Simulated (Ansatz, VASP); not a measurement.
## MgO: VASP beside Ansatz

File INCAR:

```
SYSTEM = MgO
  ALGO = Normal
  EDIFF = 1E-7
  ENCUT = 520
  GGA = PE
  ISIF = 2
  ISMEAR = 0
  LASPH = .TRUE.
  LCHARG = .FALSE.
  LREAL = .FALSE.
  LWAVE = .FALSE.
  NBANDS = 16
  NELM = 100
  PREC = Accurate
  SIGMA = 0.05
```

KPOINTS

```
k-points
0
G
  9 9 6
  0 0 0
```

The input POSCAR:

```
MgO
1.0
    3.2043501923      0.0000000000      0.0000000000
   -1.6021750962      2.7750486692      0.0000000000
    0.0000000000      0.0000000000      5.3097698531
Mg O
2 2
Direct
    0.3333333333      0.6666666667      0.0021597400
    0.6666666667      0.3333333333      0.5021597400
    0.3333333333      0.6666666667      0.4024402600
    0.6666666667      0.3333333333      0.9024402600
```

Input for Ansatz:

```yaml
crystal:
  lattice:
    - [3.2043501923, 0.0, 0.0]
    - [-1.6021750962, 2.7750486692, 0.0]
    - [0.0, 0.0, 5.3097698531]
  atoms:
    - { symbol: Mg, position: [0.3333333333, 0.6666666667, 0.00215974] }
    - { symbol: Mg, position: [0.6666666667, 0.3333333333, 0.50215974] }
    - { symbol: O, position: [0.3333333333, 0.6666666667, 0.40244026] }
    - { symbol: O, position: [0.6666666667, 0.3333333333, 0.90244026] }
basis:
  ecutwfc: 420
kpoints:
  mp_grid: { grid: [9, 9, 6] }
hamiltonian:
  xc: pbe
scf:
  occupations: { method: gaussian, width: 0.05 }
output:
  forces: true
  stress: true
  eigenvalues: true
```

Alike in both runs: task single point; functional PBE; k mesh 9 × 9 × 6; occupations gaussian, width 0.05 eV; no spin polarisation.

```csv
,VASP,Ansatz
version,VASP 6.6.1,Ansatz 0.2.0
potentials or method,"VASP PAW PBE potentials, release 64 (Mg, O)","scalar-relativistic, plane waves, PAW"
plane-wave cutoff (eV),520,420
valence electrons in the cell,16,32
```

Ansatz gave:

* gap on the k mesh at the Fermi level (eV): 3.64
* least direct gap on the mesh (eV): 3.64
* pressure (GPa): 6.1
* largest component of the traceless stress (GPa): 11.63
* rms of the force components (eV/Å): 0.435

Q: Which values does VASP return?

A: gap on the k mesh at the Fermi level (eV): 3.62; least direct gap on the mesh (eV): 3.62; pressure (GPa): 5.8; largest component of the traceless stress (GPa): 11.77; rms of the force components (eV/Å): 0.440.

Atom by atom the forces differ by 0.005 eV/Å (rms over components). With one functional, cell and mesh, what is left measures potentials, basis and numerics. The two sets of potentials don't hold the same shells in valence.

Caveats: an odd mesh through Γ misses points on the zone boundary, where band edges often lie.
